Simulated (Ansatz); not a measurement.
# WC (Qusongite): relaxation of cell and atoms with RPBE

The system is WC (Qusongite).

```xyz
2
Lattice="2.9065 0.0000 0.0000 -1.4532 2.5171 0.0000 0.0000 0.0000 2.8366" Properties=species:S:1:pos:R:3 pbc="T T T"
W     0.0000    0.0000    0.0000
C     1.4533    0.8390    1.4183
```

* Program: Ansatz 0.2.0
* Task: relaxation of cell and atoms
* Functional: RPBE
* Potentials or basis: all-electron LAPW, scalar-relativistic
* Basis error allowed: 0.001 eV/atom
* k mesh: 10 × 10 × 9
* Occupations: fermi-dirac, width 0.05 eV
* Spin: no spin polarisation

The relaxed volume is 10.65 Å³/atom and the relaxed cell is a = 2.934 Å, b = 2.934 Å, c = 2.856 Å, α = 90.00°, β = 90.00°, γ = 120.00°. The space group after relaxing (to 0.05 Å) is P-6m2 (No. 187) and the energy gained by relaxing is 8.4 meV/atom. The ionic steps are 5 and the pressure after relaxing is 0.0 GPa.

The path:
```csv
step,energy change (eV),largest force (eV/Å),volume (Å³)
1,0.0000,0.0000,20.75
2,-0.0072,0.0000,21.62
3,-0.0166,0.0000,21.33
4,-0.0168,0.0000,21.30
5,-0.0168,0.0000,21.30
```

Final structure:
```xyz
2
Lattice="2.9342 0.0000 0.0000 -1.4671 2.5411 0.0000 0.0000 0.0000 2.8562" Properties=species:S:1:pos:R:3 pbc="T T T"
W     0.0000    0.0000    0.0000
C     1.4671    0.8470    1.4281
```

It took 2.8 min on 1 thread of Intel(R) Xeon(R) Processor @ 2.50GHz (Skylake/Cascade Lake), on a shared host, peak memory 0.38 GiB.

The run has no spin-orbit coupling, so splittings on W are missing. RPBE and its kin give volumes clearly too large for solids.
